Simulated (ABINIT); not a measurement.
The system is NaCl.

```
Cl Na
1.0
     3.50219    0.00000    0.00000
     0.00000    3.50219    0.00000
     0.00000    0.00000    3.50219
Cl Na
1 1
Direct
  0.50000 0.50000 0.50000
  0.00000 0.00000 0.00000
```

Measurements of this composition are mostly on another form, of space group No. 225.

Base run:

- Program: ABINIT 10.8.3 (patched build)
- Functional: BP86
- Potentials or basis: JTH PAW PBE v2.0
- Cutoff: 1225 eV
- k mesh: 8 × 8 × 8
- Occupations: fermi-dirac, width 0.05 eV
- Spin: no spin polarisation

Its results: band gap on the k mesh 4.04 eV, indirect (least direct gap 4.54 eV); pressure 0.4 GPa.

Question: After a change of settings the same cell gave: band gap on the k mesh 4.01 eV, indirect (least direct gap 4.51 eV); pressure -0.2 GPa. Which change was it?
A. functional from BP86 to AM05
B. functional from BP86 to PBEsol; k mesh from 8 × 8 × 8 to 6 × 6 × 6
C. functional from BP86 to LDA; potentials or basis from JTH PAW PBE v2.0 to JTH PAW LDA v2.0

Answer: A.

Caveats: the PAW data sets were made with another functional, which shifts forces and pressure a little.
